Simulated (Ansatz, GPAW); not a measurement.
## Ballistic transport through an Al chain with two N atoms in line, from relaxation to T(E)

How well does an Al chain with two N atoms in line conduct once its atoms have relaxed, and how much do cheaper levels lose?

Method: Ansatz plane waves; relaxation of the junction with the lead ends held; PAW set soft_1, in the first sound run; inputs show where later runs differ, in GPAW 26.7.0 and Ansatz 0.2.0.

## (1) The starting structure

The cell holds 16 atoms: 14 Al and 2 N. Its edges and angles: a = 9.000 Å, b = 9.000 Å, c = 35.983 Å, α = 90.0°, β = 90.0°, γ = 90.0°. Regions: left lead, 7 atoms (7 Al); channel, 2 atoms (2 N); right lead, 7 atoms (7 Al). Vacuum lies along a and b. The structure is stacked along c, and the current runs across the ab planes.

## (2) Relaxing the atoms

Transmission follows bond lengths closely, so the atoms between the held lead ends are relaxed first, from a slightly shaken start that lets symmetry break.

Input file input.yaml:

```yaml
crystal:
  lattice:
    - [9.0, 0.0, 0.0]
    - [0.0, 9.0, 0.0]
    - [0.0, 0.0, 35.9826]
  atoms:
    - { symbol: Al, position: [0.5, 0.5, 0.0333494522] }
    - { symbol: Al, position: [0.5, 0.5, 0.1000483567] }
    - { symbol: Al, position: [0.5, 0.5, 0.1667472612] }
    - { symbol: Al, position: [0.5, 0.5, 0.2334461656] }
    - { symbol: Al, position: [0.5, 0.5, 0.3001450701] }
    - { symbol: Al, position: [0.4980175877, 0.5021026116, 0.3677105219] }
    - { symbol: Al, position: [0.5034364058, 0.506059487, 0.4332217327] }
    - { symbol: "N", position: [0.501813924, 0.4987792611, 0.4804698533] }
    - { symbol: "N", position: [0.4976538029, 0.5004538745, 0.5175791843] }
    - { symbol: Al, position: [0.4993617633, 0.5037341669, 0.5669327272] }
    - { symbol: Al, position: [0.5019078122, 0.5011504081, 0.6330098916] }
    - { symbol: Al, position: [0.5, 0.5, 0.6998549299] }
    - { symbol: Al, position: [0.5, 0.5, 0.7665538344] }
    - { symbol: Al, position: [0.5, 0.5, 0.8332527388] }
    - { symbol: Al, position: [0.5, 0.5, 0.8999516433] }
    - { symbol: Al, position: [0.5, 0.5, 0.9666505478] }
kpoints:
  mp_grid: { grid: [1, 1, 2] }
hamiltonian:
  xc: pbe
  pseudopotentials: { kind: paw, azcp: { folder: soft_1 } }
scf:
  occupations: { method: fermi_dirac, width: 0.1 }
relax:
  f_tol: 0.03
  max_steps: 80
  constraints: [{ sites: [0, 1, 2, 3, 4, 11, 12, 13, 14, 15] }]
```

The run is started by

```bash
$ ansatz run input.yaml --threads 4 --pin off --max-ram 8192MiB --backend cpu --events-out ev --progress --plain --runs-dir out
```

Numbers of over 12 decimals in the logs are rounded to 6 here.

The program printed:

```text
Engine: ansatz 0.2.0, x86_64-unknown-linux-gnu
Pseudopotentials: kind: paw
Pseudopotential: Al, paw, valence charge 3, recommended cutoff 420 eV (normal), soft_1/Al.paw.azcp
Pseudopotential: N, paw, valence charge 5, recommended cutoff 420 eV (normal), soft_1/N.paw.azcp
Functional definition: PBE
  parameter kappa = 0.804
  parameter beta = 0.066725
  exchange = pbe_x(kappa = kappa, mu = beta*pi^2/3)
  correlation = pbe_c(beta = beta)
Crystal: 16 atoms, lattice volume = 2914.591 Å³
Basis set: ecut = 420 eV, 56925 PW (Γ), exchange–correlation on 128×128×486 points (8 copies of the dense FFT grid, shifted against one another)
Bands: 42, of which v1, the nominal top of the filled ones, is band 26 counted from 1 (25 counted from 0)
Symmetry: 1 space group operations
Space group: P1 (ITA 1), of the structure as read, at distance tolerance 1.4e-4 Å
k-points: 2
Non-local potential: Al, projectors of the file, l = 0: 2, l = 1: 2, l = 2: 1
Non-local potential: N, projectors of the file, l = 0: 2, l = 1: 2, l = 2: 1
PAW form: soft (Blöchl's): semilocal exchange-correlation on the pseudo side does not see the compensation charge
PAW one-centre angular grid: Al, 110 points (default); XC on 64 Gauss nodes
PAW one-centre angular grid: N, 110 points (default); XC on 64 Gauss nodes
Initial density: superposition of atomic densities (neutral atoms: chi_scale 0, normalization atom)
Initial wavefunctions: pseudopotential atomic-orbital guess
Functional: x = pbe(κ = 0.804, μ = 0.219515), c = pbe(β = 0.066725)
SCF iter   1: F=—  HF=-8272.979084 eV  |F-HF|=—  |Δ(HF+E_count)|=         —  Δρ=2.64e-2  dr2=3.75e1  ethr=3.10e-3  ⟨swp⟩=8.5  Hψ=462  notcnv=0
preconditioner: auto → LDOS  [metal: Δε(μ)=0.183 eV  Ē_g=4.407 eV  σ=0.100 eV  W_gap=0.42  n_scr=110 (ndim 8)  ℏωp=4.5 eV  f_vac=0.566  D(μ)=19.86/eV (n_scr^D=68)  β→1.0]
SCF iter   2: F=—  HF=-8289.993468 eV  |F-HF|=—  |Δ(HF+E_count)|=    1.70e1  Δρ=5.25e-2  dr2=3.41e2  ethr=3.10e-3  ⟨swp⟩=7.0  Hψ=397  notcnv=0  recentre
SCF iter   3: F=—  HF=-8267.059933 eV  |F-HF|=—  |Δ(HF+E_count)|=    2.29e1  Δρ=1.19e-2  dr2=1.19e1  ethr=3.10e-3  ⟨swp⟩=4.5  Hψ=293  notcnv=0
SCF iter   4: F=—  HF=-8265.609748 eV  |F-HF|=—  |Δ(HF+E_count)|=    1.45e0  Δρ=6.49e-3  dr2=4.16e0  ethr=3.10e-3  ⟨swp⟩=3.0  Hψ=191  notcnv=0
SCF iter   5: F=—  HF=-8265.433876 eV  |F-HF|=—  |Δ(HF+E_count)|=   1.76e-1  Δρ=1.44e-3  dr2=1.11e-1  ethr=3.10e-3  ⟨swp⟩=1.0  Hψ=100  notcnv=0
SCF iter   6: F=—  HF=-8265.424606 eV  |F-HF|=—  |Δ(HF+E_count)|=   9.27e-3  Δρ=8.86e-4  dr2=4.30e-2  ethr=2.13e-4  ⟨swp⟩=2.0  Hψ=106  notcnv=0
SCF iter   7: F=—  HF=-8265.422855 eV  |F-HF|=—  |Δ(HF+E_count)|=   1.75e-3  Δρ=2.22e-4  dr2=3.27e-3  ethr=8.26e-5  ⟨swp⟩=1.0  Hψ=84  notcnv=0
SCF iter   8: F=—  HF=-8265.422250 eV  |F-HF|=—  |Δ(HF+E_count)|=   6.05e-4  Δρ=7.51e-5  dr2=4.63e-4  ethr=6.30e-6  ⟨swp⟩=2.0  Hψ=122  notcnv=0
SCF iter   9: F=—  HF=-8265.422299 eV  |F-HF|=—  |Δ(HF+E_count)|=   4.87e-5  Δρ=1.02e-4  dr2=1.13e-3  ethr=8.90e-7  ⟨swp⟩=2.0  Hψ=132  notcnv=0  recentre
SCF iter  10: F=—  HF=-8265.422251 eV  |F-HF|=—  |Δ(HF+E_count)|=   4.73e-5  Δρ=1.63e-5  dr2=3.20e-5  ethr=8.90e-7  ⟨swp⟩=1.0  Hψ=84  notcnv=0
SCF iter  11: F=-8265.422251 eV  HF=-8265.422251 eV  |F-HF|=1.70e-7  |Δ(HF+E_count)|=   4.62e-7  Δρ=2.29e-6  dr2=3.89e-7  ethr=4.33e-8  ⟨swp⟩=4.0  Hψ=251  notcnv=0
SCF 1 converged in 11 iterations: F = -8265.422251 eV  dr2 = 3.89e-7
  greatest PAW one-centre occupation: 0.795 electrons in one spin orbital (limit 2), on the N atom at site 7 (counted from 0), in its partial waves of l = 0
relax step   1: F+E_penalty+E_count = -8265.42225073 eV  Δ(F+E_penalty+E_count) = +0.000e0 eV  max|allowed force component| = 5.478e0 eV/Å  Δτ_max = 0.0000 Å  (11 SCF iters, dr2 threshold 2.25e-5 eV, accepted)
Initial density: handed on by an earlier stage of this run
Initial wavefunctions: those handed on with the density
iter 1 solved again at ethr=6.30e-4 eV; its pass at ethr=3.10e-3 eV (dr2=3.28e-1 eV) is discarded
SCF iter   1: F=—  HF=-8265.803288 eV  |F-HF|=—  |Δ(HF+E_count)|=         —  Δρ=1.94e-3  dr2=3.10e-1  ethr=6.30e-4  ⟨swp⟩=1.0  Hψ=318  notcnv=0
preconditioner: auto → LDOS  [metal: Δε(μ)=0.073 eV  Ē_g=4.269 eV  σ=0.100 eV  W_gap=0.18  n_scr=110 (ndim 8)  ℏωp=4.7 eV  f_vac=0.612  D(μ)=19.05/eV (n_scr^D=68)  β→1.0]
SCF iter   2: F=—  HF=-8265.766510 eV  |F-HF|=—  |Δ(HF+E_count)|=   3.68e-2  Δρ=8.72e-4  dr2=3.38e-2  ethr=5.95e-4  ⟨swp⟩=2.0  Hψ=167  notcnv=0
SCF iter   3: F=—  HF=-8265.767156 eV  |F-HF|=—  |Δ(HF+E_count)|=   6.45e-4  Δρ=1.86e-4  dr2=2.71e-3  ethr=6.51e-5  ⟨swp⟩=2.0  Hψ=146  notcnv=0
SCF iter   4: F=—  HF=-8265.767561 eV  |F-HF|=—  |Δ(HF+E_count)|=   4.05e-4  Δρ=4.50e-5  dr2=1.32e-4  ethr=5.21e-6  ⟨swp⟩=1.5  Hψ=86  notcnv=0
SCF iter   5: F=-8265.767572 eV  HF=-8265.767589 eV  |F-HF|=1.73e-5  |Δ(HF+E_count)|=   2.81e-5  Δρ=2.50e-5  dr2=3.93e-5  ethr=1.92e-7  ⟨swp⟩=3.0  Hψ=316  notcnv=0
SCF 2 converged in 5 iterations: F = -8265.767572 eV  dr2 = 3.93e-5
  greatest PAW one-centre occupation: 0.802 electrons in one spin orbital (limit 2), on the N atom at site 7 (counted from 0), in its partial waves of l = 0
relax step   2: F+E_penalty+E_count = -8265.76757181 eV  Δ(F+E_penalty+E_count) = -3.453e-1 eV  max|allowed force component| = 2.656e0 eV/Å  Δτ_max = 0.0552 Å  (5 SCF iters, dr2 threshold 1.00e-4 eV, accepted)
iter 1 solved again at ethr=4.97e-4 eV; its pass at ethr=3.10e-3 eV (dr2=2.58e-1 eV) is discarded
SCF iter   1: F=—  HF=-8265.847107 eV  |F-HF|=—  |Δ(HF+E_count)|=         —  Δρ=1.49e-3  dr2=2.46e-1  ethr=4.97e-4  ⟨swp⟩=1.5  Hψ=316  notcnv=0
preconditioner: auto → LDOS  [metal: Δε(μ)=0.055 eV  Ē_g=4.305 eV  σ=0.100 eV  W_gap=0.13  n_scr=110 (ndim 8)  ℏωp=4.7 eV  f_vac=0.611  D(μ)=19.10/eV (n_scr^D=68)  β→1.0]
SCF iter   2: F=—  HF=-8265.824997 eV  |F-HF|=—  |Δ(HF+E_count)|=   2.21e-2  Δρ=6.06e-4  dr2=1.21e-2  ethr=4.72e-4  ⟨swp⟩=2.0  Hψ=124  notcnv=0
SCF iter   3: F=—  HF=-8265.824235 eV  |F-HF|=—  |Δ(HF+E_count)|=   7.62e-4  Δρ=1.33e-4  dr2=1.43e-3  ethr=2.32e-5  ⟨swp⟩=2.0  Hψ=130  notcnv=0
SCF iter   4: F=—  HF=-8265.824112 eV  |F-HF|=—  |Δ(HF+E_count)|=   1.23e-4  Δρ=4.05e-5  dr2=8.10e-5  ethr=2.74e-6  ⟨swp⟩=2.0  Hψ=110  notcnv=0
SCF iter   5: F=-8265.824198 eV  HF=-8265.824194 eV  |F-HF|=3.99e-6  |Δ(HF+E_count)|=   8.22e-5  Δρ=1.44e-5  dr2=1.13e-5  ethr=1.56e-7  ⟨swp⟩=4.0  Hψ=256  notcnv=0
SCF 3 converged in 5 iterations: F = -8265.824198 eV  dr2 = 1.13e-5
  greatest PAW one-centre occupation: 0.809 electrons in one spin orbital (limit 2), on the N atom at site 7 (counted from 0), in its partial waves of l = 0
relax step   3: F+E_penalty+E_count = -8265.82419812 eV  Δ(F+E_penalty+E_count) = -5.663e-2 eV  max|allowed force component| = 6.448e-1 eV/Å  Δτ_max = 0.0422 Å  (5 SCF iters, dr2 threshold 1.00e-4 eV, accepted)
[... from here on, the SCF cycles and remarks between the steps are left out ...]
relax step   4: F+E_penalty+E_count = -8265.86401147 eV  Δ(F+E_penalty+E_count) = -3.981e-2 eV  max|allowed force component| = 6.163e-1 eV/Å  Δτ_max = 0.1875 Å  (5 SCF iters, dr2 threshold 2.60e-5 eV, accepted)
relax step   5: F+E_penalty+E_count = -8265.93903499 eV  Δ(F+E_penalty+E_count) = -7.502e-2 eV  max|allowed force component| = 6.229e-1 eV/Å  Δτ_max = 0.1978 Å  (6 SCF iters, dr2 threshold 2.37e-5 eV, accepted)
relax step   6: F+E_penalty+E_count = -8266.05173788 eV  Δ(F+E_penalty+E_count) = -1.127e-1 eV  max|allowed force component| = 6.558e-1 eV/Å  Δτ_max = 0.1961 Å  (5 SCF iters, dr2 threshold 1.00e-4 eV, accepted)
relax step   7: F+E_penalty+E_count = -8266.17973234 eV  Δ(F+E_penalty+E_count) = -1.280e-1 eV  max|allowed force component| = 7.307e-1 eV/Å  Δτ_max = 0.1953 Å  (5 SCF iters, dr2 threshold 1.00e-4 eV, accepted)
relax step   8: F+E_penalty+E_count = -8266.32043019 eV  Δ(F+E_penalty+E_count) = -1.407e-1 eV  max|allowed force component| = 4.142e-1 eV/Å  Δτ_max = 0.1957 Å  (6 SCF iters, dr2 threshold 1.00e-4 eV, accepted)
relax step   9: F+E_penalty+E_count = -8266.39697053 eV  Δ(F+E_penalty+E_count) = -7.654e-2 eV  max|allowed force component| = 1.746e-1 eV/Å  Δτ_max = 0.2000 Å  (6 SCF iters, dr2 threshold 5.51e-5 eV, accepted)
relax step  10: F+E_penalty+E_count = -8266.40503576 eV  Δ(F+E_penalty+E_count) = -8.065e-3 eV  max|allowed force component| = 2.117e-1 eV/Å  Δτ_max = 0.1183 Å  (6 SCF iters, dr2 threshold 5.42e-6 eV, accepted)
relax step  11: F+E_penalty+E_count = -8266.40806022 eV  Δ(F+E_penalty+E_count) = -3.024e-3 eV  max|allowed force component| = 2.141e-2 eV/Å  Δτ_max = 0.0830 Å  (5 SCF iters, dr2 threshold 7.97e-6 eV, accepted)
iter 1 solved again at ethr=1.30e-8 eV; its pass at ethr=3.10e-3 eV (dr2=6.74e-6 eV) is discarded
SCF iter   1: F=—  HF=-8266.408123 eV  |F-HF|=—  |Δ(HF+E_count)|=         —  Δρ=1.09e-5  dr2=6.74e-6  ethr=1.30e-8  ⟨swp⟩=1.0  Hψ=216  notcnv=0
preconditioner: auto → LDOS  [metal: Δε(μ)=0.087 eV  Ē_g=4.236 eV  σ=0.100 eV  W_gap=0.21  n_scr=110 (ndim 8)  ℏωp=4.7 eV  f_vac=0.605  D(μ)=20.78/eV (n_scr^D=84)  β→1.0]
SCF iter   2: F=—  HF=-8266.408064 eV  |F-HF|=—  |Δ(HF+E_count)|=   5.92e-5  Δρ=6.76e-6  dr2=1.95e-6  ethr=1.30e-8  ⟨swp⟩=2.0  Hψ=125  notcnv=0
SCF iter   3: F=—  HF=-8266.408064 eV  |F-HF|=—  |Δ(HF+E_count)|=   5.97e-9  Δρ=3.38e-6  dr2=6.81e-7  ethr=3.75e-9  ⟨swp⟩=2.0  Hψ=108  notcnv=0
SCF iter   4: F=—  HF=-8266.408065 eV  |F-HF|=—  |Δ(HF+E_count)|=   2.46e-7  Δρ=1.54e-6  dr2=1.24e-7  ethr=1.31e-9  ⟨swp⟩=2.0  Hψ=94  notcnv=0
SCF iter   5: F=-8266.408065 eV  HF=-8266.408065 eV  |F-HF|=6.57e-9  |Δ(HF+E_count)|=   1.57e-8  Δρ=4.72e-7  dr2=1.21e-8  ethr=1.92e-10  ⟨swp⟩=4.0  Hψ=256  notcnv=0
SCF 12 converged in 5 iterations: F = -8266.408065 eV  dr2 = 1.21e-8
relax step  12: F+E_penalty+E_count = -8266.40806455 eV  Δ(F+E_penalty+E_count) = -4.332e-6 eV  max|allowed force component| = 2.111e-2 eV/Å  Δτ_max = 0.0000 Å  (5 SCF iters, accepted)
SCF converged after 5 iterations
Free energy (F): -8266.408065 eV
Harris-Foulkes:  -8266.408065 eV  (|F-HF|=6.57e-9)
Internal energy: -8265.722735 eV  (E = F + TS)
E sigma→0 (E₀):  -8266.065400 eV
Entropy (-TS):   -0.685330 eV (-42.833 meV/atom)
Fermi energy:    -3.034238 eV
--- Per-component energies (eV) ---
  E_band       = -384.296638
  E_kinetic    = 514.128648
  E_local      = -3019.810060  (includes V_loc(G=0)·N_el)
  E_nonlocal   = 223.092521
  E_hartree    = 1242.183769
  E_xc         = -600.222086
  E_vxc        = -495.400008  (∫ρ·V_xc dr)
  E_paw        = -6828.633190  (= ΣΔE_a)
  E_vpaw       = -90.678439  (= ΣTr[D̂ρ^β])
  E_aug_tail   = 0.001759  (compensation charges beyond the density's cutoff)
  E_ewald      = 203.535903
  E_smearing   = -0.685330  (= −TS)
  E_closure    = -0.000000  (closes the sum)
  Σ components = -8266.408065   (vs F -8266.408065, Δ=0.00e0)
--- Forces (eV/Å), atoms counted from 1 ---
  atom   1  Al    -0.00109744    -0.00176633    -0.02812659
  atom   2  Al    -0.00633607    -0.01369696    -0.03741415
  atom   3  Al     0.03793115     0.07779130     0.00997365
  atom   4  Al    -0.08684273    -0.17518984    -0.28198659
  atom   5  Al     0.06060729     0.11551668     1.11507701
  atom   6  Al    -0.00641993    -0.00026942    -0.00239471
  atom   7  Al    -0.00246993    -0.00198727     0.00684957
  atom   8  N      0.00875409    -0.00441512    -0.02111440
  atom   9  N     -0.00572935     0.00166705     0.01604327
  atom  10  Al     0.00243537    -0.00007695    -0.00310136
  atom  11  Al    -0.00140590     0.00200965     0.00143914
  atom  12  Al     0.05569307     0.11337449    -1.11905965
  atom  13  Al    -0.08570275    -0.17584971     0.28648286
  atom  14  Al     0.03805183     0.07865200    -0.00880010
  atom  15  Al    -0.00665753    -0.01407605     0.03741977
  atom  16  Al    -0.00082606    -0.00171378     0.02868092
  max |Σ_I F_I| component: 3.13e-5 eV/Å
--- Relaxed structure (12 steps of the walk, 12 accepted, 0 SCFs on fresh bases) ---
  F+E_penalty+E_count = -8266.40806455 eV   max|allowed force component| = 2.111e-2 eV/Å
  atoms:
    - { symbol: Al, position: [0.5, 0.5, 0.033349] }
    - { symbol: Al, position: [0.5, 0.5, 0.100048] }
    - { symbol: Al, position: [0.5, 0.5, 0.166747] }
    - { symbol: Al, position: [0.5, 0.5, 0.233446] }
    - { symbol: Al, position: [0.5, 0.5, 0.300145] }
    - { symbol: Al, position: [0.456424, 0.411032, 0.369906] }
    - { symbol: Al, position: [0.521086, 0.539046, 0.435125] }
    - { symbol: N, position: [0.488157, 0.476419, 0.483289] }
    - { symbol: N, position: [0.488150, 0.475996, 0.516838] }
    - { symbol: Al, position: [0.517801, 0.538619, 0.565114] }
    - { symbol: Al, position: [0.455466, 0.409183, 0.630285] }
    - { symbol: Al, position: [0.5, 0.5, 0.699855] }
    - { symbol: Al, position: [0.5, 0.5, 0.766554] }
    - { symbol: Al, position: [0.5, 0.5, 0.833253] }
    - { symbol: Al, position: [0.5, 0.5, 0.899952] }
    - { symbol: Al, position: [0.5, 0.5, 0.966651] }
```

It took 52 s on 4 threads of Intel Xeon Platinum 8488C (Sapphire Rapids), shared host; peak memory 2.3 GiB.

The steps of the relaxation:

```
step  energy less that of the first step (eV)  largest force component (eV/Å)
   1                                   0.0000                          5.4777
   2                                  -0.3453                          2.6555
   3                                  -0.4019                          0.6448
   4                                  -0.4418                          0.6163
   5                                  -0.5168                          0.6229
   6                                  -0.6295                          0.6558
   7                                  -0.7575                          0.7307
   8                                  -0.8982                          0.4142
   9                                  -0.9747                          0.1746
  10                                  -0.9828                          0.2117
  11                                  -0.9858                          0.0214
  12                                  -0.9858                          0.0211
```

The atoms that moved most (Å):

```
atom      dx      dy      dz  length
Al11  -0.418  -0.828  -0.098   0.932
 Al6  -0.374  -0.820   0.079   0.905
Al10   0.166   0.314  -0.065   0.361
 Al7   0.159   0.297   0.068   0.344
  N8  -0.123  -0.201   0.101   0.257
  N9  -0.086  -0.220  -0.027   0.238
```

Numbers from this step:

```
free energy         : -8266.4081 eV
smearing term TS    : 0.6853 eV
symmetry operations : 1
```

The relaxation lowered the energy of the cell by 0.986 eV.

[end of part 1 of 4]

[Logs are printed without paths, hosts, clocks, repeated set-up lines and the standing remarks that a program may print on its own settings, such as how far it seeks lower states.]

[Hosts, paths, dates, database ids (printed as entryN), source tags and the programs' standing remarks are cut or masked in the printed files.]
